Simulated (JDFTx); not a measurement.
# Ca (P6_3/mmc) in JDFTx: equation of state, part 2 of 2

JDFTx 1.7.0 (patched build). Earlier steps stand in the parts before.

**3. Equation of state, PBE, 42.93 Å³/atom (volume scaled by 0.96)**

Input file Ca.in:

```
lattice \
    7.4194608940    -3.7097304471     0.0000000000 \
    0.0000000000     6.4254416168     0.0000000000 \
    0.0000000000     0.0000000000    12.1544937261
coords-type Lattice
ion Ca     0.6666666667     0.3333333333     0.7500000000 1
ion Ca     0.3333333333     0.6666666667     0.2500000000 1

ion-species pseudo/Ca.upf
elec-cutoff 34 272
elec-ex-corr gga-PBE
kpoint-folding 8 8 4
elec-smearing Fermi 0.0018374661
elec-n-bands 16
electronic-SCF nIterations 100 energyDiffThreshold 1e-09
electronic-minimize nIterations 30 energyDiffThreshold 1e-7
forces-output-coords Cartesian

dump-name run.$VAR
dump End Ecomponents EigStats BandEigs Kpoints Forces Stress ElecDensity Dtot KEdensity
```

Potentials or basis: PseudoDojo-SR-PBE-0.5-standard with smoothed tails.

Started as:

```bash
$ jdftx -c 1 -i Ca.in -o Ca.out
```

It took 3.4 min on 1 thread of AMD EPYC 7R43 (Zen 3), shared host; peak memory 0.22 GiB.

Results (log left out):

| Property | Result |
| --- | --- |
| Free energy | -2007.9332 eV |
| Pressure | -0.2 GPa |
| Band gap on the k mesh | none (metal or under the smearing width) |

Caveat: the cell was measured hot, at 723 K.

**4. Equation of state, PBE, 43.83 Å³/atom (volume scaled by 0.98)**

Changes to Ca.in since step 3:

```diff
@@ -1,5 +1,5 @@
 lattice \
-    7.4194608940    -3.7097304471     0.0000000000 \
-    0.0000000000     6.4254416168     0.0000000000 \
-    0.0000000000     0.0000000000    12.1544937261
+    7.4706312068    -3.7353156035     0.0000000000 \
+    0.0000000000     6.4697564076     0.0000000000 \
+    0.0000000000     0.0000000000    12.2383204695
 coords-type Lattice
```

Started as:

```bash
$ jdftx -c 1 -i Ca.in -o Ca.out
```

It took 3.5 min on 1 thread of AMD EPYC 7R43 (Zen 3), shared host; peak memory 0.21 GiB.

Results (log left out):

```
Free energy            : -2007.9289 eV
Pressure               : -0.6 GPa
Band gap on the k mesh : none (metal or under the smearing width)
```

Caveat: the cell was measured hot, at 723 K.

**5. Equation of state, PBE, 44.72 Å³/atom**

Changes to Ca.in since step 4:

```diff
@@ -1,5 +1,5 @@
 lattice \
-    7.4706312068    -3.7353156035     0.0000000000 \
-    0.0000000000     6.4697564076     0.0000000000 \
-    0.0000000000     0.0000000000    12.2383204695
+    7.5211099760    -3.7605549880     0.0000000000 \
+    0.0000000000     6.5134723040     0.0000000000 \
+    0.0000000000     0.0000000000    12.3210143326
 coords-type Lattice
```

Potentials or basis: PseudoDojo-SR-PBE-0.5-standard with smoothed tails.

Started as:

```bash
$ jdftx -c 1 -i Ca.in -o Ca.out
```

The log of the run:

```text
*************** JDFTx 1.7.0 (patched build) ***************

Input parsed successfully to the following command list (including defaults):
[... the input with its defaults ...]

---------- Setting up symmetries ----------

Found 24 point-group symmetries of the bravais lattice
Found 24 space-group symmetries with basis
Applied RMS atom displacement 4.34232e-10 bohrs to make symmetries exact.

---------- Initializing the Grid ----------
R =
[      7.52111     -3.76055            0  ]
[            0      6.51347            0  ]
[            0            0       12.321  ]
unit cell volume = 603.589
G =
[   0.835407   0.482322         -0  ]
[          0   0.964645          0  ]
[          0         -0   0.509957  ]
Minimum fftbox size, Smin = [  56  56  92  ]
Chosen fftbox size, S = [  56  56  96  ]

---------- Initializing tighter grid for wavefunction operations ----------
R =
[      7.52111     -3.76055            0  ]
[            0      6.51347            0  ]
[            0            0       12.321  ]
unit cell volume = 603.589
G =
[   0.835407   0.482322         -0  ]
[          0   0.964645          0  ]
[          0         -0   0.509957  ]
Minimum fftbox size, Smin = [  40  40  68  ]
[... 104 lines left out ...]
SCF: Cycle: 24   F: -73.789738263257419   dF: -1.840e-08   |Residual|: 5.397e-05   |deigs|: 1.242e-04
	FillingsUpdate:  mu: +0.170844568  nElectrons: 20.000000
SCF: Cycle: 25   F: -73.789738272324229   dF: -9.067e-09   |Residual|: 2.340e-05   |deigs|: 8.310e-05
	FillingsUpdate:  mu: +0.170844232  nElectrons: 20.000000
SCF: Cycle: 26   F: -73.789738277113003   dF: -4.789e-09   |Residual|: 2.088e-05   |deigs|: 7.249e-05
	FillingsUpdate:  mu: +0.170844604  nElectrons: 20.000000
SCF: Cycle: 27   F: -73.789738280206251   dF: -3.093e-09   |Residual|: 2.205e-05   |deigs|: 7.820e-05
	FillingsUpdate:  mu: +0.170843541  nElectrons: 20.000000
SCF: Cycle: 28   F: -73.789738282624526   dF: -2.418e-09   |Residual|: 1.079e-05   |deigs|: 8.109e-05
	FillingsUpdate:  mu: +0.170843262  nElectrons: 20.000000
SCF: Cycle: 29   F: -73.789738284142132   dF: -1.518e-09   |Residual|: 3.440e-06   |deigs|: 7.470e-05
	FillingsUpdate:  mu: +0.170843189  nElectrons: 20.000000
SCF: Cycle: 30   F: -73.789738285107703   dF: -9.656e-10   |Residual|: 2.783e-06   |deigs|: 7.145e-05
	FillingsUpdate:  mu: +0.170843195  nElectrons: 20.000000
SCF: Cycle: 31   F: -73.789738285779165   dF: -6.715e-10   |Residual|: 2.352e-06   |deigs|: 8.032e-05
SCF: Converged (|Delta E|<1.000000e-09 for 2 iters).

Setting wave functions to eigenvectors of Hamiltonian

# Stress tensor in Cartesian coordinates [Eh/a0^3]:
[  3.24365e-05            0            0  ]
[            0  3.24365e-05            0  ]
[            0            0  2.39329e-05  ]

# Ionic positions in lattice coordinates:
ion Ca   0.666666666666667   0.333333333333333   0.750000000000000 1
ion Ca   0.333333333333333   0.666666666666667   0.250000000000000 1

# Forces in Cartesian coordinates:
force Ca  -0.000000000000000   0.000000000000000   0.000000000000000 1
force Ca   0.000000000000000   0.000000000000000   0.000000000000000 1

# Energy components:
   Eewald =      -43.0578251566479153
       EH =       20.3348264649552917
     Eloc =      -73.0695881801324276
      Enl =        6.6252302152190214
      Exc =      -14.5601727835621073
 Exc_core =        3.6346422698762280
       KE =       26.3037560591801842
-------------------------------------
     Etot =      -73.7891311111117290
       TS =        0.0006071746674338
-------------------------------------
        F =      -73.7897382857791655

IonicMinimize: Iter:   0  F: -73.789738285779165  |grad|_K:  2.845e-36
IonicMinimize: Converged (|grad|_K<1.000000e-04).

#--- Lowdin population analysis ---
# oxidation-state Ca +0.489 +0.489

Dumping 'run.eigStats' ...
	eMin: -1.380270 at state 0 ( [ +0.000000 +0.000000 +0.000000 ] spin 0 )
	HOMO: +0.167781 at state 29 ( [ +0.250000 +0.375000 +0.500000 ] spin 0 )
	mu  : +0.170843
	LUMO: +0.172579 at state 18 ( [ +0.125000 +0.250000 +0.000000 ] spin 0 )
	eMax: +0.314656 at state 12 ( [ +0.000000 +0.500000 +0.000000 ] spin 0 )
	HOMO-LUMO gap: +0.004798
	Optical gap  : +0.010467 at state 29 ( [ +0.250000 +0.375000 +0.500000 ] spin 0 )
Done!
[note: the HOMO, LUMO and gaps printed at the end count levels as full or empty at half filling, so they show a gap where a level is partly filled]
```

Wall time 3.5 min (1 thread of AMD EPYC 7R43 (Zen 3), shared host); peak memory 0.21 GiB.

What came out:

```
Free energy            : -2007.9211 eV
Pressure               : -0.9 GPa
Band gap on the k mesh : none (metal or under the smearing width)
```

Caveat: the cell was measured hot, at 723 K.

**6. Equation of state, PBE, 45.62 Å³/atom (volume scaled by 1.02)**

Changes to Ca.in since step 5:

```diff
@@ -1,5 +1,5 @@
 lattice \
-    7.5211099760    -3.7605549880     0.0000000000 \
-    0.0000000000     6.5134723040     0.0000000000 \
-    0.0000000000     0.0000000000    12.3210143326
+    7.5709201029    -3.7854600514     0.0000000000 \
+    0.0000000000     6.5566091393     0.0000000000 \
+    0.0000000000     0.0000000000    12.4026128319
 coords-type Lattice
```

Potentials or basis: PseudoDojo-SR-PBE-0.5-standard with smoothed tails.

Started as:

```bash
$ jdftx -c 1 -i Ca.in -o Ca.out
```

Wall time 3.5 min (1 thread of AMD EPYC 7R43 (Zen 3), shared host); peak memory 0.23 GiB.

Results (log left out):

```
Free energy            : -2007.9100 eV
Pressure               : -1.1 GPa
Band gap on the k mesh : none (metal or under the smearing width)
```

Caveat: the cell was measured hot, at 723 K.

**7. Equation of state, PBE, 46.51 Å³/atom (volume scaled by 1.04)**

Changes to Ca.in since step 6:

```diff
@@ -1,5 +1,5 @@
 lattice \
-    7.5709201029    -3.7854600514     0.0000000000 \
-    0.0000000000     6.5566091393     0.0000000000 \
-    0.0000000000     0.0000000000    12.4026128319
+    7.6200832994    -3.8100416497     0.0000000000 \
+    0.0000000000     6.5991857163     0.0000000000 \
+    0.0000000000     0.0000000000    12.4831515356
 coords-type Lattice
```

Started as:

```bash
$ jdftx -c 1 -i Ca.in -o Ca.out
```

Wall time 4.8 min (1 thread of AMD EPYC 7R43 (Zen 3), shared host); peak memory 0.22 GiB.

It converged, with:

* Free energy: -2007.8959 eV
* Pressure: -1.4 GPa
* Band gap on the k mesh: none (metal or under the smearing width)

Caveat: the cell was measured hot, at 723 K.

**8. Equation of state, PBE, 47.40 Å³/atom (volume scaled by 1.06)**

Changes to Ca.in since step 7:

```diff
@@ -1,5 +1,5 @@
 lattice \
-    7.6200832994    -3.8100416497     0.0000000000 \
-    0.0000000000     6.5991857163     0.0000000000 \
-    0.0000000000     0.0000000000    12.4831515356
+    7.6686201703    -3.8343100852     0.0000000000 \
+    0.0000000000     6.6412198796     0.0000000000 \
+    0.0000000000     0.0000000000    12.5626641987
 coords-type Lattice
```

Started as:

```bash
$ jdftx -c 1 -i Ca.in -o Ca.out
```

Wall time 5.5 min (1 thread of AMD EPYC 7R43 (Zen 3), shared host); peak memory 0.23 GiB.

Results (log left out):

```yaml
Free_energy: -2007.8792 eV
Pressure: -1.6 GPa
Band_gap_on_the_k_mesh: none (metal or under the smearing width)
```

Caveat: the cell was measured hot, at 723 K.

**9. Equation of state, PBE**

Potentials or basis: PseudoDojo-SR-PBE-0.5-standard with smoothed tails.

No new run: the results of the series are fitted here.

Results:

```
Equilibrium volume                        : 42.40 Å³/atom
Bulk modulus at fixed shape and positions : 17.5 GPa
Pressure derivative of the bulk modulus   : 3.4
```

Energy against volume, from the lowest point:
```
volume (Å³/atom)  energy (meV/atom)
          42.038               0.00
          42.932               0.19
          43.827               2.34
          44.721               6.27
          45.616              11.81
          46.510              18.84
          47.405              27.21
```

Caveat: the cell was scaled at fixed shape and fractional positions, which overstates the stiffness of a crystal with free parameters, most of all of layers and chains; the cell was measured hot, at 723 K.
